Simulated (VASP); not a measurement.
# ZnAu (Pm-3m) in VASP: further runs

The runs below take ZnAu through electric field gradients, with LDA, PBE.

All numbers are computed with VASP 6.6.1; they aren't measurements. Logs are shortened: lines on timing, memory, paths and dates and some standing lists are left out, and cuts for length are marked.

## 1. The structure

Symmetry: Pm-3m, No. 221, cubic system. The conventional cell has a = 3.147 Å, b = 3.147 Å, c = 3.147 Å, α = 90.00°, β = 90.00°, γ = 90.00°. Around Zn (site symmetry m-3m) lie 8 Au at 2.73 Å. Around Au (site symmetry m-3m) lie 8 Zn at 2.73 Å.

## 2. Electric field gradients, LDA

Input file INCAR:

```
SYSTEM = ZnAu
PREC     = Accurate       ! precision mode
ENCUT    = 520            ! plane-wave cutoff, eV
EDIFF    = 1E-8           ! SCF threshold, eV
ISMEAR   = -1             ! smearing method
SIGMA    = 0.05           ! smearing width, eV
LREAL    = .FALSE.        ! projectors in reciprocal space
LASPH    = .TRUE.         ! aspherical terms in the spheres
NELM     = 100            ! most SCF steps
ALGO     = Normal         ! electronic algorithm
ISIF     = 2              ! what is computed and relaxed
LWAVE    = .FALSE.        ! write WAVECAR
LCHARG   = .FALSE.        ! write CHGCAR
GGA      = CA             ! functional
LEFG     = .TRUE.       
NBANDS   = 18             ! bands
```

Input file KPOINTS:

```
Automatic mesh
0
G
  12 12 12
  0 0 0
```

Input file POSCAR:

```
ZnAu
1.0
    3.1470000000      0.0000000000      0.0000000000
    0.0000000000      3.1470000000      0.0000000000
    0.0000000000      0.0000000000      3.1470000000
Zn Au
1 1
Direct
    0.5000000000      0.5000000000      0.5000000000
    0.0000000000      0.0000000000      0.0000000000
```

Potentials or basis: VASP PAW LDA potentials, release 64 (Zn, Au).

Started as:

```bash
$ cat potpaw_LDA.64/Zn/POTCAR potpaw_LDA.64/Au/POTCAR > POTCAR
$ mpirun -np 1 vasp_std > vasp.out
```

OUTCAR:

```text
SYSTEM = ZnAu
   PREC = Accurate
   ENCUT = 520
   EDIFF = 1E-8
   ISMEAR = -1
   LREAL = .FALSE.
   LASPH = .TRUE.
   NELM = 100
   ISIF = 2
   GGA = CA

 ion  position               nearest neighbor table
   1  0.500  0.500  0.500-   2 2.73   2 2.73   2 2.73   2 2.73   2 2.73   2 2.73   2 2.73   2 2.73

   2  0.000  0.000  0.000-   1 2.73   1 2.73   1 2.73   1 2.73   1 2.73   1 2.73   1 2.73   1 2.73

  LATTYP: Found a simple cubic cell.
 ALAT       =     3.1470000000

  Lattice vectors:

 A1 = (   3.1470000000,   0.0000000000,   0.0000000000)
 A2 = (   0.0000000000,   3.1470000000,   0.0000000000)
 A3 = (   0.0000000000,   0.0000000000,   3.1470000000)

Analysis of symmetry for initial positions (statically):
=====================================================================
 Subroutine PRICEL returns:
 Original cell was already a primitive cell.

 Routine SETGRP: Setting up the symmetry group for a
 simple cubic supercell.

 Subroutine GETGRP returns: Found 48 space group operations
 (whereof 48 operations were pure point group operations)
 out of a pool of 48 trial point group operations.

The static configuration has the point symmetry O_h .

Analysis of symmetry for dynamics (positions and initial velocities):
=====================================================================
 Subroutine PRICEL returns:
 Original cell was already a primitive cell.

 Routine SETGRP: Setting up the symmetry group for a
 simple cubic supercell.

 Subroutine GETGRP returns: Found 48 space group operations
 (whereof 48 operations were pure point group operations)
 out of a pool of 48 trial point group operations.

The dynamic configuration has the point symmetry O_h .

 Subroutine INISYM returns: Found 48 space group operations
 (whereof 48 operations are pure point group operations),
 and found     1 'primitive' translations

----------------------------------------------------------------------------------------

                                     Primitive cell

  volume of cell :      31.1667

  direct lattice vectors                    reciprocal lattice vectors
     3.147000000  0.000000000  0.000000000     0.317762949  0.000000000  0.000000000
     0.000000000  3.147000000  0.000000000     0.000000000  0.317762949  0.000000000
     0.000000000  0.000000000  3.147000000     0.000000000  0.000000000  0.317762949

  length of vectors
     3.147000000  3.147000000  3.147000000     0.317762949  0.317762949  0.317762949

  position of ions in fractional coordinates (direct lattice)
     0.500000000  0.500000000  0.500000000
     0.000000000  0.000000000  0.000000000

  ion indices of the primitive-cell ions
   primitive index   ion index
                 1           1
                 2           2

----------------------------------------------------------------------------------------

 KPOINTS: Automatic mesh

Automatic generation of k-mesh.
 Grid dimensions read from file:
 generate k-points for:   12   12   12

 Generating k-lattice:

  Cartesian coordinates                     Fractional coordinates (reciprocal lattice)
     0.026480246  0.000000000  0.000000000     0.083333333  0.000000000  0.000000000
     0.000000000  0.026480246  0.000000000     0.000000000  0.083333333  0.000000000
     0.000000000  0.000000000  0.026480246     0.000000000  0.000000000  0.083333333

  Length of vectors
     0.026480246  0.026480246  0.026480246

  Shift w.r.t. Gamma in fractional coordinates (k-lattice)
     0.000000000  0.000000000  0.000000000

 Subroutine IBZKPT returns following result:
 ===========================================

 Found     84 irreducible k-points:

 Following reciprocal coordinates:
            Coordinates               Weight
  0.000000  0.000000  0.000000      1.000000
  0.083333  0.000000  0.000000      6.000000
  0.166667  0.000000  0.000000      6.000000
  0.250000  0.000000  0.000000      6.000000
  0.333333  0.000000  0.000000      6.000000
  0.416667  0.000000  0.000000      6.000000
[... 16 lines left out ...]
  0.333333  0.333333  0.000000     12.000000
  0.416667  0.333333  0.000000     24.000000
 [... further k-points ...]
   k-points           NKPTS =     84   k-points in BZ     NKDIM =     84   number of bands    NBANDS=     18
   number of dos      NEDOS =    301   number of ions     NIONS =      2
   total plane-waves  NPLWV =  13824
   dimension x,y,z NGX =    24 NGY =   24 NGZ =   24
   dimension x,y,z NGXF=    48 NGYF=   48 NGZF=   48
   ions per type =               1   1
   NGX,Y,Z   is equivalent  to a cutoff of  12.68, 12.68, 12.68 a.u.
   NGXF,Y,Z  is equivalent  to a cutoff of  25.36, 25.36, 25.36 a.u.
 SYSTEM =  ZnAu
   PREC   = accura    normal or accurate (medium, high low for compatibility)
   ISTART =      0    job   : 0-new  1-cont  2-samecut
   ICHARG =      2    charge: 1-file 2-atom 10-const
   ISPIN  =      1    spin polarized calculation?
   LNONCOLLINEAR =      F non collinear calculations
   LSORBIT =      F    spin-orbit coupling
   LASPH  =      T    aspherical Exc in radial PAW
   ENCUT  =  520.0 eV  38.22 Ry    6.18 a.u.   5.85  5.85  5.85*2*pi/ulx,y,z
   NELM   =    100;   NELMIN=  2; NELMDL= -5     # of ELM steps
   EDIFF  = 0.1E-07   stopping-criterion for ELM
   LREAL  =      F    real-space projection
   EDIFFG = 0.1E-06   stopping-criterion for IOM
   NSW    =      0    number of steps for IOM
   IBRION =     -1    ionic relax: 0-MD 1-quasi-New 2-CG
   NFREE  =      0    steps in history (QN), initial steepest desc. (CG)
   ISIF   =      2    stress and relaxation
   ISYM   =      2    0-nonsym 1-usesym 2-fastsym
   POTIM  = 0.5000    time-step for ionic-motion
   TEBEG  =    0.0;   TEEND  =   0.0 temperature during run
   PSTRESS=    0.0 pullay stress
   NELECT =      23.0000    total number of electrons
   NUPDOWN=      -1.0000    fix difference up-down
   EMIN   =  10.00;   EMAX   =-10.00  energy-range for DOS
   EFERMI =   0.00;   METHOD = LEGACY
   ISMEAR =    -1;   SIGMA  =   0.05  broadening in eV -4-tet -1-fermi 0-gaus
   EFERMI_NEDOS =   21; number of points for ismear=-14 and -15
   IALGO  =     38    algorithm
   IMIX   =      4    mixing-type and parameters
     AMIX     =   0.40;   BMIX     =  1.00
     AMIX_MAG =   1.60;   BMIX_MAG =  1.00
  volume/ion in A,a.u.               =      15.58       105.16
  Fermi-wavevector in a.u.,A,eV,Ry     =   1.479406  2.795672 29.778283  2.188642
  Thomas-Fermi vector in A             =   2.593568
   LORBIT       =      0    0 simple, 1 ext, 2 COOP (PROOUT), +10 PAW based schemes
   GGA     = CA    functional components
   LHFCALC =     F    Hartree Fock is set to
   AEXX    =    0.0000 exact exchange contribution
   IVDW    =     0    specifies the selected vdW correction
   LEPSILON=     F    determine dielectric tensor
   LRPA    =     F    only Hartree local field effects (RPA)
 non-spin polarized calculation
  energy-cutoff  :      520.00
  volume of cell :       31.17
 maximum number of plane-waves:       860
 NGX is ok and might be reduce to    24
   NGX = 11   NGY = 11   NGZ = 11

 number of electron      23.0000000 magnetization

 Free energy of the ion-electron system (eV)
  ---------------------------------------------------
  ext. energy  EPLUGINS =         0.00000000
  ---------------------------------------------------
  free energy    TOTEN  =        -6.73577006 eV

  energy without entropy =       -6.73205759  energy(sigma->0) =       -6.73391382

 E-fermi :   6.9264     XC(G=0): -12.6774

 val. band max:        6.8213477868   @ k =   0.4167   0.4167   0.1667
 cond. band min:       6.9526790245   @ k =   0.3333   0.2500   0.0000
 fundamental gap:      0.1313312376
 Fermi energy:         6.9264491507

 k-point     1 :       0.0000    0.0000    0.0000
  band No.  band energies     occupation
      1      -3.7629      2.00000
      2      -1.3051      2.00000
      3      -1.3051      2.00000
      4      -0.6341      2.00000
      5      -0.6341      2.00000
      6      -0.6341      2.00000
[... 10 lines left out ...]
     17      19.1150      0.00000
     18      25.2118      0.00000
[... 463 lines left out ...]
 k-point    24 :       0.4167    0.3333    0.0000
  band No.  band energies     occupation
      1      -1.4232      2.00000
      2      -1.2301      2.00000
      3      -0.8959      2.00000
      4      -0.8112      2.00000
      5      -0.4553      2.00000
      6       0.3819      2.00000
[... 10 lines left out ...]
     17      20.4022      0.00000
     18      20.9468      0.00000

 [... further k-points ...]

------------------------ aborting loop because EDIFF is reached ----------------------------------------

  FORCE on cell =-STRESS in cart. coord.  units (eV):
  Direction    XX          YY          ZZ          XY          YZ          ZX
  --------------------------------------------------------------------------------------
  -------------------------------------------------------------------------------------
  Total       -1.2137913     -1.2137913     -1.2137913      0.0000000      0.0000000     -0.0000000
  in kB      -62.3970954    -62.3970954    -62.3970954      0.0000000      0.0000000     -0.0000000
  external PRESSURE =     -62.3970954 kB  Pullay stress =       0.0000000 kB

 VOLUME and BASIS-vectors are now :
 -----------------------------------------------------------------------------
  energy-cutoff  :      520.00
  volume of cell :       31.17
      direct lattice vectors                 reciprocal lattice vectors
     3.147000000  0.000000000  0.000000000     0.317762949  0.000000000  0.000000000
     0.000000000  3.147000000  0.000000000     0.000000000  0.317762949  0.000000000
     0.000000000  0.000000000  3.147000000     0.000000000  0.000000000  0.317762949

 POSITION                                       TOTAL-FORCE (eV/Angst)
 -----------------------------------------------------------------------------------
      1.57350      1.57350      1.57350         0.000000      0.000000      0.000000
      0.00000      0.00000      0.00000         0.000000      0.000000      0.000000
 -----------------------------------------------------------------------------------
    total drift:                                0.000000      0.000000     -0.000000

  FREE ENERGIE OF THE ION-ELECTRON SYSTEM (eV)
  ---------------------------------------------------
  free  energy   TOTEN  =        -6.7357700590 eV

  energy  without entropy=       -6.7320575895  energy(sigma->0) =       -6.73391382

 Electric field gradients (V/A^2)
---------------------------------------------------------------------
 ion       V_xx      V_yy      V_zz      V_xy      V_xz      V_yz
---------------------------------------------------------------------
   1       0.000    -0.000     0.000    -0.000    -0.000     0.000
   2       0.000     0.000    -0.000    -0.000     0.000     0.000
---------------------------------------------------------------------

 Electric field gradients after diagonalization (V/A^2)
 (convention: |V_zz| > |V_xx| > |V_yy|)
----------------------------------------------------------------------
 ion       V_xx      V_yy      V_zz     asymmetry (V_yy - V_xx)/ V_zz
----------------------------------------------------------------------
   1       0.000    -0.000     0.000      -0.296
   2       0.000    -0.000     0.000      -0.553
----------------------------------------------------------------------

           NMR quadrupolar parameters

 Cq : quadrupolar parameter    Cq=e*Q*V_zz/h
 eta: asymmetry parameters     (V_yy - V_xx)/ V_zz
 Q  : nuclear electric quadrupole moment in mb (millibarn)
----------------------------------------------------------------------
 ion       Cq(MHz)       eta       Q (mb)
----------------------------------------------------------------------
   1       0.000      -0.296       1.000
   2       0.000      -0.553       1.000
----------------------------------------------------------------------
```

Run time: 17 s. Hardware: 1 thread of Intel Xeon Platinum 8488C (Sapphire Rapids), shared host; peak memory 0.16 GiB.

What came out:

```yaml
Free_energy: -6.7358 eV
Pressure: -6.2 GPa
Band_gap_on_the_k_mesh: none (metal or under the smearing width)
```

Electric field gradients, principal values (V/Å²):
```csv
atom,Vxx,Vyy,Vzz
1 Zn,0.000,0.000,0.000
2 Au,0.000,0.000,0.000
```

(Continued in part 2 of 3.)
